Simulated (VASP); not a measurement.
# MgS (Niningerite) (Fm-3m) in VASP: a series of runs, part 2 of 2

VASP 6.6.1. The steps go on from the part before.

### 4 Single point, RPBE

The input, INCAR:

```
SYSTEM = MgS
ALGO = Normal
EDIFF = 1E-6
ENCUT = 550
GGA = RP
ISIF = 2
ISMEAR = 0
LASPH = .True.
LCHARG = .True.
LELF = .True.
LREAL = .False.
LVHAR = .True.
LWAVE = .False.
NBANDS = 11
NELM = 60
PREC = Accurate
SIGMA = 0.1
```

The input, KPOINTS:

```
k-points
0
Gamma
  9 9 9
  0 0 0
```

The input, POSCAR:

```
MgS
1.0
    0.0000000000      2.6016500000      2.6016500000
    2.6016500000      0.0000000000      2.6016500000
    2.6016500000      2.6016500000      0.0000000000
S Mg
1 1
Cartesian
    2.6016500000      2.6016500000      2.6016500000
    0.0000000000      0.0000000000      0.0000000000
```

Potentials or basis: VASP PAW PBE potentials, release 64 (S_GW, Mg_GW).

Command:

```sh
> cat potpaw_PBE.64/S_GW/POTCAR potpaw_PBE.64/Mg_GW/POTCAR > POTCAR
> mpirun -np 1 vasp_std > vasp.out
```

OUTCAR:

```text
SYSTEM = MgS
   EDIFF = 1E-6
   ENCUT = 550
   GGA = RP
   ISIF = 2
   ISMEAR = 0
   LASPH = .True.
   LREAL = .False.
   NELM = 60
   PREC = Accurate

 ion  position               nearest neighbor table
   1  0.500  0.500  0.500-
   2  0.000  0.000  0.000-

  LATTYP: Found a face centered cubic cell.
 ALAT       =     5.2033000000

  Lattice vectors:

 A1 = (   0.0000000000,   2.6016500000,   2.6016500000)
 A2 = (   2.6016500000,   0.0000000000,   2.6016500000)
 A3 = (   2.6016500000,   2.6016500000,   0.0000000000)

Analysis of symmetry for initial positions (statically):
=====================================================================
 Subroutine PRICEL returns:
 Original cell was already a primitive cell.

 Routine SETGRP: Setting up the symmetry group for a
 face centered cubic supercell.

 Subroutine GETGRP returns: Found 48 space group operations
 (whereof 48 operations were pure point group operations)
 out of a pool of 48 trial point group operations.

The static configuration has the point symmetry O_h .

Analysis of symmetry for dynamics (positions and initial velocities):
=====================================================================
 Subroutine PRICEL returns:
 Original cell was already a primitive cell.

 Routine SETGRP: Setting up the symmetry group for a
 face centered cubic supercell.

 Subroutine GETGRP returns: Found 48 space group operations
 (whereof 48 operations were pure point group operations)
 out of a pool of 48 trial point group operations.

The dynamic configuration has the point symmetry O_h .

 Subroutine INISYM returns: Found 48 space group operations
 (whereof 48 operations are pure point group operations),
 and found     1 'primitive' translations

----------------------------------------------------------------------------------------

                                     Primitive cell

  volume of cell :      35.2190

  direct lattice vectors                    reciprocal lattice vectors
     0.000000000  2.601650000  2.601650000    -0.192185728  0.192185728  0.192185728
     2.601650000  0.000000000  2.601650000     0.192185728 -0.192185728  0.192185728
     2.601650000  2.601650000  0.000000000     0.192185728  0.192185728 -0.192185728

  length of vectors
     3.679288715  3.679288715  3.679288715     0.332875446  0.332875446  0.332875446

  position of ions in fractional coordinates (direct lattice)
     0.500000000  0.500000000  0.500000000
     0.000000000  0.000000000  0.000000000

  ion indices of the primitive-cell ions
   primitive index   ion index
                 1           1
                 2           2

----------------------------------------------------------------------------------------

 KPOINTS: k-points

Automatic generation of k-mesh.
 Grid dimensions read from file:
 generate k-points for:    9    9    9

 Generating k-lattice:

  Cartesian coordinates                     Fractional coordinates (reciprocal lattice)
    -0.021353970  0.021353970  0.021353970     0.111111111  0.000000000  0.000000000
     0.021353970 -0.021353970  0.021353970     0.000000000  0.111111111  0.000000000
     0.021353970  0.021353970 -0.021353970     0.000000000  0.000000000  0.111111111

  Length of vectors
     0.036986161  0.036986161  0.036986161

  Shift w.r.t. Gamma in fractional coordinates (k-lattice)
     0.000000000  0.000000000  0.000000000

 Subroutine IBZKPT returns following result:
 ===========================================

 Found     35 irreducible k-points:

 Following reciprocal coordinates:
            Coordinates               Weight
  0.000000  0.000000  0.000000      1.000000
  0.111111  0.000000  0.000000      8.000000
  0.222222  0.000000  0.000000      8.000000
  0.333333  0.000000  0.000000      8.000000
  0.444444  0.000000  0.000000      8.000000
  0.111111  0.111111  0.000000      6.000000
[... 16 lines left out ...]
 -0.333333  0.333333  0.000000     12.000000
  0.444444  0.444444  0.000000      6.000000
 [... further k-points ...]
   k-points           NKPTS =     35   k-points in BZ     NKDIM =     35   number of bands    NBANDS=     11
   number of dos      NEDOS =    301   number of ions     NIONS =      2
   total plane-waves  NPLWV =  21952
   dimension x,y,z NGX =    28 NGY =   28 NGZ =   28
   dimension x,y,z NGXF=    56 NGYF=   56 NGZF=   56
   ions per type =               1   1
   NGX,Y,Z   is equivalent  to a cutoff of  12.65, 12.65, 12.65 a.u.
   NGXF,Y,Z  is equivalent  to a cutoff of  25.30, 25.30, 25.30 a.u.
 SYSTEM =  MgS
   PREC   = accura    normal or accurate (medium, high low for compatibility)
   ISTART =      0    job   : 0-new  1-cont  2-samecut
   ICHARG =      2    charge: 1-file 2-atom 10-const
   ISPIN  =      1    spin polarized calculation?
   LNONCOLLINEAR =      F non collinear calculations
   LSORBIT =      F    spin-orbit coupling
   LASPH  =      T    aspherical Exc in radial PAW
   ENCUT  =  550.0 eV  40.42 Ry    6.36 a.u.   7.04  7.04  7.04*2*pi/ulx,y,z
   NELM   =     60;   NELMIN=  2; NELMDL= -5     # of ELM steps
   EDIFF  = 0.1E-05   stopping-criterion for ELM
   LREAL  =      F    real-space projection
   EDIFFG = 0.1E-04   stopping-criterion for IOM
   NSW    =      0    number of steps for IOM
   IBRION =     -1    ionic relax: 0-MD 1-quasi-New 2-CG
   NFREE  =      0    steps in history (QN), initial steepest desc. (CG)
   ISIF   =      2    stress and relaxation
   ISYM   =      2    0-nonsym 1-usesym 2-fastsym
   POTIM  = 0.5000    time-step for ionic-motion
   TEBEG  =    0.0;   TEEND  =   0.0 temperature during run
   PSTRESS=    0.0 pullay stress
   NELECT =       8.0000    total number of electrons
   NUPDOWN=      -1.0000    fix difference up-down
   EMIN   =  10.00;   EMAX   =-10.00  energy-range for DOS
   EFERMI =   0.00;   METHOD = LEGACY
   ISMEAR =     0;   SIGMA  =   0.10  broadening in eV -4-tet -1-fermi 0-gaus
   EFERMI_NEDOS =   21; number of points for ismear=-14 and -15
   IALGO  =     38    algorithm
   IMIX   =      4    mixing-type and parameters
     AMIX     =   0.40;   BMIX     =  1.00
     AMIX_MAG =   1.60;   BMIX_MAG =  1.00
  volume/ion in A,a.u.               =      17.61       118.83
  Fermi-wavevector in a.u.,A,eV,Ry     =   0.998878  1.887606 13.575323  0.997758
  Thomas-Fermi vector in A             =   2.131131
   LORBIT       =      0    0 simple, 1 ext, 2 COOP (PROOUT), +10 PAW based schemes
   GGA     = RP    functional components
   LHFCALC =     F    Hartree Fock is set to
   AEXX    =    0.0000 exact exchange contribution
   IVDW    =     0    specifies the selected vdW correction
   LEPSILON=     F    determine dielectric tensor
   LRPA    =     F    only Hartree local field effects (RPA)
 non-spin polarized calculation
 Gauss-broadening in eV      SIGMA  =   0.10
  energy-cutoff  :      550.00
  volume of cell :       35.22
 maximum number of plane-waves:      1042
   NGX = 13   NGY = 13   NGZ = 13

 number of electron       7.9999999 magnetization

 Free energy of the ion-electron system (eV)
  ---------------------------------------------------
  ext. energy  EPLUGINS =         0.00000000
  ---------------------------------------------------
  free energy    TOTEN  =        -7.96573202 eV

  energy without entropy =       -7.96573202  energy(sigma->0) =       -7.96573202

 E-fermi :   4.3023     XC(G=0):  -9.5651

 val. band max:        3.8304182822   @ k =   0.0000   0.0000   0.0000
 cond. band min:       6.8738424037   @ k =   0.4444   0.4444   0.0000
 fundamental gap:      3.0434241216
 Fermi energy:         4.3022660192

 k-point     1 :       0.0000    0.0000    0.0000
  band No.  band energies     occupation
      1      -8.8259      2.00000
      2       3.8304      2.00000
      3       3.8304      2.00000
      4       3.8304      2.00000
      5       7.6915      0.00000
      6      11.8062      0.00000
      7      11.8062      0.00000
      8      11.8062      0.00000
      9      14.1426      0.00000
     10      14.1426      0.00000
     11      16.4800      0.00000
[... 309 lines left out ...]
 k-point    24 :       0.4444    0.4444    0.0000
  band No.  band energies     occupation
      1      -7.2264      2.00000
      2      -0.2388      2.00000
      3       2.1986      2.00000
      4       2.1986      2.00000
      5       6.8738      0.00000
      6       8.3519      0.00000
      7      15.5790      0.00000
      8      16.4281      0.00000
      9      16.9133      0.00000
     10      16.9133      0.00000
     11      19.8447      0.00000

 [... further k-points ...]

------------------------ aborting loop because EDIFF is reached ----------------------------------------

  FORCE on cell =-STRESS in cart. coord.  units (eV):
  Direction    XX          YY          ZZ          XY          YZ          ZX
  --------------------------------------------------------------------------------------
  -------------------------------------------------------------------------------------
  Total        0.6487681      0.6487681      0.6487681      0.0000000     -0.0000000      0.0000000
  in kB       29.5136869     29.5136869     29.5136869      0.0000000     -0.0000000      0.0000000
  external PRESSURE =      29.5136869 kB  Pullay stress =       0.0000000 kB

 VOLUME and BASIS-vectors are now :
 -----------------------------------------------------------------------------
  energy-cutoff  :      550.00
  volume of cell :       35.22
      direct lattice vectors                 reciprocal lattice vectors
     0.000000000  2.601650000  2.601650000    -0.192185728  0.192185728  0.192185728
     2.601650000  0.000000000  2.601650000     0.192185728 -0.192185728  0.192185728
     2.601650000  2.601650000  0.000000000     0.192185728  0.192185728 -0.192185728

 POSITION                                       TOTAL-FORCE (eV/Angst)
 -----------------------------------------------------------------------------------
      2.60165      2.60165      2.60165        -0.000000     -0.000000      0.000000
      0.00000      0.00000      0.00000         0.000000      0.000000     -0.000000
 -----------------------------------------------------------------------------------
    total drift:                                0.000000      0.000000      0.000000

  FREE ENERGIE OF THE ION-ELECTRON SYSTEM (eV)
  ---------------------------------------------------
  free  energy   TOTEN  =        -7.9657320187 eV

  energy  without entropy=       -7.9657320187  energy(sigma->0) =       -7.96573202
```

OSZICAR:

```text
N       E                     dE             d eps       ncg     rms          rms(c)
DAV:   1     0.207530295667E+02    0.20753E+02   -0.42860E+03   826   0.654E+02
DAV:   2    -0.692245937120E+01   -0.27675E+02   -0.25221E+02  1112   0.985E+01
DAV:   3    -0.832283797024E+01   -0.14004E+01   -0.13975E+01   956   0.231E+01
DAV:   4    -0.835692995576E+01   -0.34092E-01   -0.34083E-01  1080   0.339E+00
DAV:   5    -0.835755056463E+01   -0.62061E-03   -0.62056E-03   986   0.490E-01    0.278E+00
DAV:   6    -0.800299082401E+01    0.35456E+00   -0.73584E-01   898   0.356E+00    0.128E+00
DAV:   7    -0.796336179056E+01    0.39629E-01   -0.22015E-01  1110   0.212E+00    0.552E-01
DAV:   8    -0.796569204766E+01   -0.23303E-02   -0.13704E-02   930   0.833E-01    0.460E-02
DAV:   9    -0.796568282893E+01    0.92187E-05   -0.30860E-04   981   0.103E-01    0.207E-02
DAV:  10    -0.796573642363E+01   -0.53595E-04   -0.94350E-05   920   0.653E-02    0.102E-02
DAV:  11    -0.796573291661E+01    0.35070E-05   -0.91220E-06  1116   0.146E-02    0.305E-03
DAV:  12    -0.796573201865E+01    0.89796E-06   -0.14718E-06   907   0.641E-03
   1 F= -.79657320E+01 E0= -.79657320E+01  d E =-.498554E-13
```

Run time: 13 s. Hardware: 1 thread of Intel Xeon Platinum 8259CL at 2.50GHz (Skylake/Cascade Lake), shared host; peak memory 0.16 GiB.

Results:

```yaml
Free_energy: -7.9657 eV
Pressure: 3.0 GPa
Band_gap_on_the_k_mesh: 3.04 eV, indirect (least direct gap 3.86 eV)
```

Caveat: the PAW data sets were made with another functional, which shifts forces and pressure a little; an odd mesh through Γ misses points on the zone boundary, where band edges often lie.

### 5 The runs side by side

```csv
task,level,potentials or basis,cell,k mesh,cutoff (eV),smearing,optimiser,ladder,grid for exact exchange (PRECFOCK),screening parameter,other keys,gap on the mesh (eV),pressure (GPa)
relaxation of cell and atoms,optPBE-vdW,"VASP PAW PBE potentials, release 64 (S, Mg)",relaxed to 50 GPa,9 × 9 × 9,600,gaussian 0.05 eV,vasp,-,-,-,AMIX = 0.2; BMIX = 0.0001; AMIX_MAG = 0.8; BMIX_MAG = 0.0001; …,3.33,50.0
relaxation of cell and atoms,HSE06,"VASP PAW PBE potentials, release 64 (S, Mg)",relaxed,6 × 6 × 6,600,gaussian 0.02 eV,-,gaps,Fast,0.2 1/A,-,3.79,0.0
single point,RPBE,"VASP PAW PBE potentials, release 64 (S_GW, Mg_GW)",as given,9 × 9 × 9,550,gaussian 0.1 eV,-,-,-,-,-,3.04,3.0
```

Alike in all rows: no spin polarisation.

Caveats: the PAW data sets were made with another functional, which shifts forces and pressure a little; an odd mesh through Γ misses points on the zone boundary, where band edges often lie (some runs).

Absolute energies hang on the potentials; compare differences alone.
